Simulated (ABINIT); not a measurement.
## Quasiparticle gap of GaAs (F-43m) in ABINIT

How does a plane-wave GW calculation on GaAs (F-43m) run from the first input to the gap?

Program: ABINIT 10.8.3. Level of theory: PBE and many-body steps on it, plane waves. Results are calculated unless marked as measured.

**Experimental background.**

- Gap 1.51 eV: band-edge emission energy from PL (direct gap at Gamma); photoluminescence, 633 nm excitation; 77 K; bulk crystal (MBE GaAs matrix around a thin InAs wetting layer on semi-insulating GaAs (100)) (“Photoluminescence of InAs/GaAs quantum dots under direct two-photon excitation”, 2020, pmc:7331710).

- Gap 1.418 ± 0.005 eV: direct gap E0 at Gamma from PR; modulated photoreflectance, low-field lineshape fit; 300 K; bulk crystal (semi-insulating GaAs(001) reference substrate) (“Evidence of valence band perturbations in GaAsN/GaAs(001): A combined variable-angle spectroscopic ellipsometry and modulated photoreflectance investigation”, 2008, arxiv:0805.2212).

- Gap 1.42 eV: band-edge photoluminescence emission energy of the GaAs substrate; time-integrated photoluminescence; 300 K; bulk crystal ((001) GaAs substrate beneath GaBiAs epilayers) (“Investigation of the anisotropic electron g factor as a probe of the electronic structure of GaBixAs1-x/GaAs epilayers”, 2014, arxiv:1409.8467).

- Gap 1.412 ± 0.01 eV: direct gap E0 at Gamma from ellipsometry; variable-angle spectroscopic ellipsometry, parametric critical-point fit; 300 K; bulk crystal (semi-insulating GaAs(001) reference substrate with native oxide) (“Evidence of valence band perturbations in GaAsN/GaAs(001): A combined variable-angle spectroscopic ellipsometry and modulated photoreflectance investigation”, 2008, arxiv:0805.2212).

### 1. Set-up

It takes space group F-43m (No. 216, cubic). Conventional cell: a = 5.654 Å, b = 5.654 Å, c = 5.654 Å, α = 90.00°, β = 90.00°, γ = 90.00°. Ga has 4 As at 2.45 Å nearest. Nearest to As lie 4 Ga at 2.45 Å. Farther neighbours are not listed.

As a file:

```cif
data_structure
_symmetry_space_group_name_H-M 'P 1'
_symmetry_Int_Tables_number 1
_cell_length_a 3.9978
_cell_length_b 3.9978
_cell_length_c 3.9978
_cell_angle_alpha 60.000
_cell_angle_beta 60.000
_cell_angle_gamma 60.000
_cell_volume 45.18
loop_
_atom_site_label
_atom_site_type_symbol
_atom_site_fract_x
_atom_site_fract_y
_atom_site_fract_z
_atom_site_occupancy
Ga1 Ga 0.00000 0.00000 0.00000 1
As2 As 0.25000 0.25000 0.25000 1
```

The cell and positions come from the Crystallography Open Database and are kept as given unless a step says otherwise.

### 2. Ground state

This step: ABINIT 10.8.3; DFT, PBE, plane waves, norm-conserving pseudopotentials.

The ground-state density comes first.

run.abi reads:

```
acell 3*1.0 Angstrom
rprim 
  0.000000000000 2.826850000000 2.826850000000
  2.826850000000 0.000000000000 2.826850000000
  2.826850000000 2.826850000000 0.000000000000
ntypat 2
znucl 31 33
natom 2
typat 1 2
xred 
  0.000000000000 0.000000000000 0.000000000000
  0.250000000000 0.250000000000 0.250000000000
pp_dirpath "pseudos"
pseudos "Ga.upf, As.upf"
ecut 45
ngkpt 6 6 6
nshiftk 1
shiftk 0 0 0
kptopt 1
chksymbreak 0
nband 27
occopt 1
tolvrs 1e-10
nstep 60
prtwf 0
optforces 0
optstress 0
indata_prefix "in"
outdata_prefix "out"
tmpdata_prefix "tmp"
```

On the command line:

```
> OMP_NUM_THREADS=1 mpirun -n 4 abinit run.abi > log
```

Numbers of over 12 decimals in the logs are rounded to 6 here.

The program printed:

```text
.Version 10.8.3 of ABINIT. v10.8.2 released Aug 2026.

 Symmetries : space group F-4 3 m (#216); Bravais cF (face-center cubic)
================================================================================
 Values of the parameters that define the memory need of the present run
     intxc =       0    ionmov =       0      iscf =       7    lmnmax =       6
     lnmax =       6     mgfft =      48  mpssoang =       3    mqgrid =    3001
     natom =       2  nloc_mem =       1    nspden =       1   nspinor =       1
    nsppol =       1      nsym =      24    n1xccc =    2501    ntypat =       2
    occopt =       1   xclevel =       2
-    mband =          27        mffmem =           1         mkmem =           4
       mpw =        4428          nfft =      110592          nkpt =          16
================================================================================
  Rough estimation (10% accuracy) of disk space for files :
================================================================================

--------------------------------------------------------------------------------
------------- Echo of variables that govern the present computation ------------
--------------------------------------------------------------------------------
 -outvars: echo values of preprocessed input variables --------
            acell      1.8897261259E+00  1.8897261259E+00  1.8897261259E+00 Bohr

      chksymbreak           0
             ecut      4.50000000E+01 Hartree
-          fftalg         312

              ixc     -101130
              kpt      0.00000000E+00  0.00000000E+00  0.00000000E+00
                       1.66666667E-01  0.00000000E+00  0.00000000E+00
                       3.33333333E-01  0.00000000E+00  0.00000000E+00
                       5.00000000E-01  0.00000000E+00  0.00000000E+00
                       1.66666667E-01  1.66666667E-01  0.00000000E+00
                       3.33333333E-01  1.66666667E-01  0.00000000E+00
                       5.00000000E-01  1.66666667E-01  0.00000000E+00
                      -3.33333333E-01  1.66666667E-01  0.00000000E+00
                      -1.66666667E-01  1.66666667E-01  0.00000000E+00
   [... 5 further rows ...]
                      -3.33333333E-01  3.33333333E-01  1.66666667E-01
                      -3.33333333E-01  5.00000000E-01  1.66666667E-01
         kptrlatt        6    0    0      0    6    0      0    0    6
          kptrlen      4.53281381E+01
P           mkmem           4
            natom           2
            nband          27
            ngfft          48      48      48
             nkpt          16
            nstep          60
             nsym          24
           ntypat           2
              occ      2.000000  2.000000  2.000000  2.000000  2.000000  2.000000
                       2.000000  2.000000  2.000000  2.000000  2.000000  2.000000
                       2.000000  2.000000  2.000000  2.000000  2.000000  2.000000
                       2.000000  2.000000  2.000000  2.000000  0.000000  0.000000
[...]
optforces           0
        optstress           0
            prtwf           0
            rprim      0.0000000000E+00  2.8268500000E+00  2.8268500000E+00
[...]
spgroup         216

           tolvrs      1.00000000E-10

             xred      0.0000000000E+00  0.0000000000E+00  0.0000000000E+00
[...]
znucl       31.00000   33.00000

================================================================================

 chkinp: Checking input parameters for consistency.

================================================================================
== DATASET  1 ==================================================================
-   mpi_nproc: 4, omp_nthreads: 1 (-1 if OMP is not activated)

--- !DatasetInfo
iteration_state: {dtset: 1, }
dimensions: {natom: 2, nkpt: 16, mband: 27, nsppol: 1, nspinor: 1, nspden: 1, mpw: 4428, }
cutoff_energies: {ecut:  45.0, pawecutdg:  -1.0, }
electrons: {nelect:   4.40000000E+01, charge:   0.00000000E+00, occopt:   1.00000000E+00, tsmear:   1.00000000E-02, }

 Real(R)+Recip(G) space primitive vectors, cartesian coordinates (Bohr,Bohr^-1):
 R(1)=  0.0000000  5.3419723  5.3419723  G(1)= -0.0935984  0.0935984  0.0935984
 R(2)=  5.3419723  0.0000000  5.3419723  G(2)=  0.0935984 -0.0935984  0.0935984
 R(3)=  5.3419723  5.3419723  0.0000000  G(3)=  0.0935984  0.0935984 -0.0935984
 Unit cell volume ucvol=  3.0488418E+02 bohr^3
 Angles (23,13,12)=  6.00000000E+01  6.00000000E+01  6.00000000E+01 degrees

 getcut: wavevector=  0.0000  0.0000  0.0000  ngfft=  48  48  48
         ecut(hartree)=     45.000   => boxcut(ratio)=   2.10404

--- Pseudopotential description ------------------------------------------------
- Ga Generated using ONCVPSP code by D. R. Hamann
- 31.00000  21.00000  171031                  znucl, zion, pspdat
12 -101130 2 -1 1902                          pspcod,pspxc,lmax,lloc,mmax
     nproj     2     2     2
  pspatm : epsatm=   21.85474337
         --- l  ekb(1:nproj) -->
[...]
pspatm: atomic psp has been read  and splines computed

- As Generated using ONCVPSP code by D. R. Hamann
- 33.00000  23.00000  171031                  znucl, zion, pspdat
12 -101130 2 -1 1358                          pspcod,pspxc,lmax,lloc,mmax
     nproj     2     2     2
  pspatm : epsatm=   24.77333152
         --- l  ekb(1:nproj) -->
[...]
pspatm: atomic psp has been read  and splines computed

   2.05163530E+03                                ecore*ucvol(ha*bohr**3)
--------------------------------------------------------------------------------

_setup2: Arith. and geom. avg. npw (full set) are    4396.153    4396.130

================================================================================

--- !BeginCycle
iteration_state: {dtset: 1, }
solver: {iscf: 7, nstep: 60, nline: 4, wfoptalg: 0, }
tolerances: {tolvrs: 1.00E-10, }

     iter   Etot(hartree)      deltaE(h)  residm     vres2
 ETOT  1  -551.03046146651    -5.510E+02 9.109E-01 1.435E+03
 ETOT  2  -553.19824534608    -2.168E+00 2.477E-02 2.566E+03
 ETOT  3  -553.54765832786    -3.494E-01 3.271E-02 3.191E+02
 ETOT  4  -553.56859560667    -2.094E-02 4.856E-03 1.481E+02
 ETOT  5  -553.58703702391    -1.844E-02 5.683E-04 1.915E+00
 ETOT  6  -553.58715212543    -1.151E-04 3.854E-05 6.968E-01
 ETOT  7  -553.58724571705    -9.359E-05 3.828E-06 9.701E-03
 ETOT  8  -553.58724688351    -1.166E-06 1.260E-06 5.277E-04
 ETOT  9  -553.58724687676     6.753E-09 8.972E-07 5.197E-04
 ETOT 10  -553.58724695068    -7.392E-08 3.128E-07 1.448E-07
 ETOT 11  -553.58724695072    -4.195E-11 3.029E-07 5.961E-09
 ETOT 12  -553.58724695070     1.910E-11 1.090E-07 4.989E-10
 ETOT 13  -553.58724695071    -9.663E-12 1.174E-07 1.973E-11

 At SCF step   13       vres2   =  1.97E-11 < tolvrs=  1.00E-10 =>converged.

--- !ResultsGS
iteration_state: {dtset: 1, }
comment   : Summary of ground state results
lattice_vectors:
- [  0.0000000,   5.3419723,   5.3419723, ]
- [  5.3419723,   0.0000000,   5.3419723, ]
- [  5.3419723,   5.3419723,   0.0000000, ]
lattice_lengths: [   7.55469,    7.55469,    7.55469, ]
lattice_angles: [ 60.000,  60.000,  60.000, ] # degrees, (23, 13, 12)
lattice_volume:   3.0488418E+02
convergence: {deltae: -9.663E-12, res2:  1.973E-11, residm:  1.174E-07, diffor:  0.000E+00, }
etotal    :  -5.53587247E+02
entropy   :   0.00000000E+00
fermie    :   2.08235878E-01
cartesian_stress_tensor: null
pressure_GPa: null
xred      :
- [  0.0000E+00,   0.0000E+00,   0.0000E+00, Ga]
- [  2.5000E-01,   2.5000E-01,   2.5000E-01, As]
cartesian_forces: null
force_length_stats: {min: null, max: null, mean: null, }

 Integrated electronic density in atomic spheres:
 ------------------------------------------------
 Atom  Sphere_radius  Integrated_density
    1        2.00000         18.80846266
    2        2.00000         20.37373321
================================================================================

 ----iterations are completed or convergence reached----

 Mean square residual over all n,k,spin=   27.173E-11; max=  11.737E-08
 reduced coordinates (array xred) for    2 atoms
       0.000000000000      0.000000000000      0.000000000000
       0.250000000000      0.250000000000      0.250000000000
 rms dE/dt=  0.0000E+00; max dE/dt=  0.0000E+00; dE/dt below (all hartree)
    1       0.000000000000      0.000000000000      0.000000000000
    2       0.000000000000      0.000000000000      0.000000000000

 cartesian coordinates (angstrom) at end:
    1      0.000000     0.000000     0.000000
    2      1.413425     1.413425     1.413425
 length scales=  1.889726125908  1.889726125908  1.889726125908 bohr
              =  1.000000000000  1.000000000000  1.000000000000 angstroms
 prteigrs : about to open file out_EIG
 Fermi (or HOMO) energy (hartree) =   0.20824   Average Vxc (hartree)=  -0.36654
 Eigenvalues (hartree) for nkpt=  16  k points:
 kpt#   1, nband= 27, wtk=  0.00463, kpt=  0.0000  0.0000  0.0000 (reduced coord)
  -6.58411   -5.07879   -4.50242   -4.50242   -4.50242   -3.26559   -3.26559   -3.26559
  -1.08415   -1.08415   -1.08415   -1.08382   -1.08382   -0.33685   -0.33685   -0.33685
  -0.33402   -0.33402   -0.25960    0.20824    0.20824    0.20824    0.22690    0.34556
   0.34556    0.34556    0.48736
 prteigrs : prtvol=0 or 1, do not print more k-points.

--- !EnergyTerms
iteration_state     : {dtset: 1, }
comment             : Components of total free energy in Hartree
kinetic             :  2.56579599922981E+02
hartree             :  2.39359398107684E+02
xc                  : -5.35166848518870E+01
Ewald energy        : -2.44384754666974E+02
psp_core            :  6.72922843284988E+00
local_psp           : -6.21711725125364E+02
non_local_psp       : -1.36642308770002E+02
total_energy        : -5.53587246950713E+02
total_energy_eV     : -1.50638763976251E+04
band_energy         : -8.40153441810219E+01

== END DATASET(S) ==============================================================
================================================================================

 -outvars: echo values of variables after computation  --------
           etotal     -5.5358724695E+02
            nband          27
             nkpt          16
          spgroup         216
 [... the other variables as echoed above ...]

 Calculation completed.
```

Elapsed: 25 s, on 4 MPI ranks of Arm Neoverse V1, shared host; peak memory 0.35 GiB; 1.7 min of CPU time.

This step gave:

| Property | Result |
| --- | --- |
| total energy | -15063.8764 eV |
| gap | 0.5078 eV |
| k of the valence top | 0, 0, 0 |
| k of the conduction bottom | 0, 0, 0 |
| least direct gap | 0.5078 eV |

The gap is direct, at Γ.

(Continued in part 2 of 3.)

[Paths, hosts, dates, memory and timing lines, banners, echoed tables and standing remarks are left out of the program output.]

[Logs are printed without paths, hosts, clocks, repeated set-up lines and the standing remarks that a program may print on its own settings, such as how far it seeks lower states.]

[Runs of the session that timed out or met a known fault of the program may be left out.]

[Hosts, paths, dates, database ids (printed as entryN), source tags and the programs' standing remarks are cut or masked in the printed files.]

[G0W0 gaps are taken among the corrected bands and points alone; a level outside them can change the order at an edge.]

[Where Ansatz stands beside ABINIT at settings called matched, ABINIT's density can come from a denser mesh and the files from another edition; pairs whose starting gaps differed by over 0.03 eV were left out, so agreement reads better than it is.]
